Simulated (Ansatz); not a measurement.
# TiO (P6_3/mmc) in Ansatz: notebook

Runs on TiO. Level: PBEsol. Tasks: band structure.

All numbers are computed with Ansatz 0.2.0; they aren't measurements. Logs are shortened: lines on timing, memory, paths and dates and some standing lists are left out, and cuts for length are marked.

## 1. The structure

The structure is hexagonal, space group P6_3/mmc (No. 194). Conventional cell: a = 2.738 Å, b = 2.738 Å, c = 5.568 Å, α = 90.00°, β = 90.00°, γ = 120.00°. Ti (site symmetry -6m2) has 6 O at 2.11 Å as nearest neighbours. Around O (site symmetry -3m) lie 6 Ti at 2.11 Å.

The cell comes from a database or a generator and needn't be the stable form of this composition.

## 2. Band structure, PBEsol, 9.03 Å³/atom

Contents of input.yaml:

```yaml
crystal:
  lattice:
    - [2.7375436926, 0.0, 0.0]
    - [-1.3687718463, 2.3707823818, 0.0]
    - [0.0, 0.0, 5.567503]
  atoms:
    - { symbol: Ti, position: [0.6666666667, 0.3333333333, 0.75] }
    - { symbol: Ti, position: [0.3333333333, 0.6666666667, 0.25] }
    - { symbol: O, position: [0.0, 0.0, 0.5] }
    - { symbol: O, position: [0.0, 0.0, 0.0] }
hamiltonian:
  xc: pbesol
  pseudopotentials: { kind: paw }
kpoints:
  mp_grid: { grid: [9, 9, 4] }
  band_path:
    path:
      - [[0.0, 0.0, 0.0], [0.5, 0.0, 0.0], [0.3333333333, 0.3333333333, 0.0], [0.0, 0.0, 0.0], [0.0, 0.0, 0.5], [0.5, 0.0, 0.5], [0.3333333333, 0.3333333333, 0.5], [0.0, 0.0, 0.5]]
      - [[0.5, 0.0, 0.5], [0.5, 0.0, 0.0]]
      - [[0.3333333333, 0.3333333333, 0.0], [0.3333333333, 0.3333333333, 0.5]]
    npoints: 14
scf:
  occupations: { method: fermi_dirac, width: 0.05 }
  n_extra_bands: 10
output:
  forces: true
  stress: true
  eigenvalues: true
  fatbands: true
```

Potentials or basis: Ansatz PAW.

On the command line:

```bash
$ ansatz run input.yaml --threads 2 --pin off --max-ram 5632MiB --backend cpu --events-out ev --progress --plain --runs-dir out
```

The log of the run:

```text
Warning: RAYON_NUM_THREADS=2 ignored (pool sized by the plan → 2); use --threads N
scf.n_extra_bands = 10 over 18 filled bands (N_el = 36.0): the run solves 28 bands
Engine: ansatz 0.2.0, x86_64-unknown-linux-gnu
Pseudopotentials: kind: paw
Pseudopotential: Ti, paw, valence charge 12, recommended cutoff 420 eV (normal), Ti.paw.azcp
Pseudopotential: O, paw, valence charge 6, recommended cutoff 420 eV (normal), O.paw.azcp
Functional definition: PBEsol
  exchange = pbesol_x
  correlation = pbesol_c
Crystal: 4 atoms, lattice volume = 36.134 Å³
Basis set: ecut = 420 eV, 709 PW (Γ), exchange–correlation on 40×40×80 points (8 copies of the dense FFT grid, shifted against one another)
Bands: 28, of which v1, the nominal top of the filled ones, is band 18 counted from 1 (17 counted from 0)
Symmetry: 24 space group operations
Space group: P63/mmc (ITA 194), of the structure as read, at distance tolerance 3.3e-5 Å
k-points: 36 of 324
Non-local potential: Ti, projectors of the file, l = 0: 3, l = 1: 2, l = 2: 3, l = 3: 1
Non-local potential: O, projectors of the file, l = 0: 2, l = 1: 2, l = 2: 1
PAW form: soft (Blöchl's): semilocal exchange-correlation on the pseudo side does not see the compensation charge
PAW frozen core: Ti, regenerated for the run's functional, and the local potential with it (the file was generated under x = pbe(κ = 0.804, μ = 0.2195149727645171), c = pbe(β = 0.06672455060314922))
PAW frozen core: O, regenerated for the run's functional, and the local potential with it (the file was generated under x = pbe(κ = 0.804, μ = 0.2195149727645171), c = pbe(β = 0.06672455060314922))
PAW one-centre angular grid: Ti, 590 points (default); XC on 64 Gauss nodes
PAW one-centre angular grid: O, 110 points (default); XC on 64 Gauss nodes
Initial density: superposition of atomic densities (neutral atoms: chi_scale 0, normalization atom), corrected by the library's trained network
Initial wavefunctions: pseudopotential atomic-orbital guess
Functional: x = pbesol(κ = 0.804, μ = 0.12345679012345678), c = pbesol(β = 0.046)
SCF iter   1: F=—  HF=-6074.625326 eV  |F-HF|=—  |Δ(HF+E_count)|=         —  Δρ=2.21e-2  dr2=1.10e-1  ethr=1.77e-3  ⟨swp⟩=5.0  Hψ=3626  notcnv=0  defer=1
preconditioner: auto → none  [insulator: Δε(μ)=0.172 eV  Ē_g=21.535 eV  σ=0.050 eV  W_gap=0.67  n_scr=10 (ndim 8)  ℏωp=34.9 eV  f_vac=0.000  D(μ)=0.37/eV (n_scr^D=2)  ε∞_Penn≈3.6]
SCF iter   2: F=—  HF=-6074.596058 eV  |F-HF|=—  |Δ(HF+E_count)|=   2.93e-2  Δρ=6.86e-3  dr2=8.55e-3  ethr=3.04e-4  ⟨swp⟩=2.6  Hψ=1867  notcnv=0  defer=61
SCF iter   3: F=—  HF=-6074.594860 eV  |F-HF|=—  |Δ(HF+E_count)|=   1.20e-3  Δρ=1.93e-3  dr2=6.58e-4  ethr=2.37e-5  ⟨swp⟩=1.0  Hψ=947  notcnv=0  defer=61
SCF iter   4: F=—  HF=-6074.594802 eV  |F-HF|=—  |Δ(HF+E_count)|=   5.76e-5  Δρ=1.29e-4  dr2=2.54e-6  ethr=1.83e-6  ⟨swp⟩=2.2  Hψ=1117  notcnv=0  defer=61
SCF iter   5: F=—  HF=-6074.594737 eV  |F-HF|=—  |Δ(HF+E_count)|=   6.55e-5  Δρ=2.79e-5  dr2=8.93e-8  ethr=7.05e-9  ⟨swp⟩=2.6  Hψ=1487  notcnv=0  defer=61
SCF iter   6: F=-6074.594737 eV  HF=-6074.594737 eV  |F-HF|=9.09e-10  |Δ(HF+E_count)|=   2.47e-9  Δρ=2.61e-6  dr2=1.16e-9  ethr=2.48e-10  ⟨swp⟩=5.4  Hψ=3505  notcnv=0
SCF 1 converged in 6 iterations: F = -6074.594737 eV  dr2 = 1.16e-9
NSCF: frozen V_eff on 129 k-points
SCF converged after 6 iterations
Free energy (F): -6074.594737 eV
Harris-Foulkes:  -6074.594737 eV  (|F-HF|=9.09e-10)
Internal energy: -6074.590644 eV  (E = F + TS)
E sigma→0 (E₀):  -6074.592691 eV
Entropy (-TS):   -0.004093 eV (-1.023 meV/atom)
Fermi energy:    18.334556 eV
--- Per-component energies (eV) ---
  E_band       = -152.036370
  E_kinetic    = 909.121644
  E_local      = -1685.819012  (includes V_loc(G=0)·N_el)
  E_nonlocal   = 116.006114
  E_hartree    = 680.320399
  E_xc         = -344.388478
  E_vxc        = -437.265899  (∫ρ·V_xc dr)
  E_paw        = -2351.549433  (= ΣΔE_a)
  E_vpaw       = -414.724560  (= ΣTr[D̂ρ^β])
  E_aug_tail   = 0.005033  (compensation charges beyond the density's cutoff)
  E_ewald      = -3398.636256
  E_core_change = 0.349344  (= ΣΔE_core)
  E_smearing   = -0.004093  (= −TS)
  E_closure    = 0.000000  (closes the sum)
  Σ components = -6074.594737   (vs F -6074.594737, Δ=0.00e0)
--- Forces (eV/Å), atoms counted from 1 ---
  atom   1  Ti     0.00000000     0.00000000     0.00000000
  atom   2  Ti     0.00000000    -0.00000000     0.00000000
  atom   3  O      0.00000000     0.00000000     0.00000000
  atom   4  O     -0.00000000     0.00000000     0.00000000
  max |Σ_I F_I| component: 9.25e-18 eV/Å
--- Stress (GPa, compression-positive) ---
       15.981968       0.000000       0.000000
        0.000000      15.981968       0.000000
        0.000000       0.000000      -0.893892
  P = ⅓ Tr σ = 10.3567 GPa (103.567 kbar)
--- Band table (eV; the first three rows and the last of 36) ---
  k-point 0: bands = ["-39.1306", "-39.0755", "-16.1321", "-15.5044", "-14.9497", "-14.9497", "-14.9376", "-14.9376", "-3.9548", "-2.4304", "8.5458", "12.5030", "12.5030", "12.6534", "12.9616", "12.9616", "15.8816", "18.1607", "18.1607", "18.2775", "19.4800", "19.4800", "20.2432", "20.2432", "20.4741", "21.6020", "21.6020", "25.6351"]
  k-point 1: bands = ["-39.1226", "-39.0836", "-16.0454", "-15.6021", "-14.9479", "-14.9479", "-14.9393", "-14.9393", "-3.7439", "-2.6704", "9.0041", "11.7384", "12.5508", "12.5508", "12.8711", "12.8711", "16.5596", "18.0877", "18.4288", "18.4288", "19.4897", "19.4897", "20.2156", "20.2156", "20.9336", "21.3028", "21.3028", "23.9057"]
  k-point 2: bands = ["-39.1032", "-39.1032", "-15.8292", "-15.8292", "-14.9436", "-14.9436", "-14.9436", "-14.9436", "-3.2213", "-3.2213", "10.2095", "10.2095", "12.6905", "12.6905", "12.6905", "12.6905", "17.4988", "17.4988", "19.0389", "19.0389", "19.0389", "19.0389", "20.6553", "20.6553", "20.6553", "20.6553", "22.1592", "22.1592"]
  k-point 35: bands = ["-38.8972", "-38.8972", "-15.7362", "-15.7362", "-15.6632", "-15.6632", "-15.4318", "-15.4318", "-2.3915", "-2.3915", "9.5008", "9.5008", "10.7486", "10.7486", "11.1523", "11.1523", "18.0310", "18.0310", "20.0795", "20.0795", "20.4151", "20.4151", "20.7359", "20.7359", "21.9855", "21.9855", "28.4169", "28.4169"]
```

Wall time 9.4 s (2 threads of AMD EPYC (Zen 3), shared host); peak memory 0.35 GiB.

Results:

```yaml
Free_energy: -6074.5947 eV
Pressure: 10.4 GPa
Band_gap_on_the_k_mesh: none (metal or under the smearing width)
```

Caveat: the pressure holds a Pulay correction of +0.7 GPa for the finite cutoff; semilocal functionals often make such compounds metallic where correlation or magnetic order opens a gap, which also shifts bond lengths; the PAW data sets come from PBE, with cores solved anew for the run's functional, which leaves a small shift of forces and pressure.

## 3. Band structure, PBEsol, 9.41 Å³/atom

input.yaml, as its differences from that of step 2:

```diff
@@ -2,4 +2,4 @@
   lattice:
-    - [2.7375436926, 0.0, 0.0]
-    - [-1.3687718463, 2.3707823818, 0.0]
+    - [2.7945758528, 0.0, 0.0]
+    - [-1.3972879265, 2.4201736814, 0.0]
     - [0.0, 0.0, 5.567503]
@@ -28,2 +28,2 @@
   eigenvalues: true
-  fatbands: true
+  fatbands: false
```

Potentials or basis: Ansatz PAW.

On the command line:

```bash
$ ansatz run input.yaml --threads 2 --pin off --max-ram 5632MiB --backend cpu --events-out ev --progress --plain --runs-dir out
```

Wall time 7.8 s (2 threads of AMD EPYC (Zen 3), shared host); peak memory 0.35 GiB.

It converged, with:

| Property | Result |
| --- | --- |
| Free energy | -6074.6792 eV |
| Pressure | -0.8 GPa |
| Band gap on the k mesh | none (metal or under the smearing width) |

Caveat: the pressure holds a Pulay correction of +0.7 GPa for the finite cutoff; semilocal functionals often make such compounds metallic where correlation or magnetic order opens a gap, which also shifts bond lengths; the PAW data sets come from PBE, with cores solved anew for the run's functional, which leaves a small shift of forces and pressure.
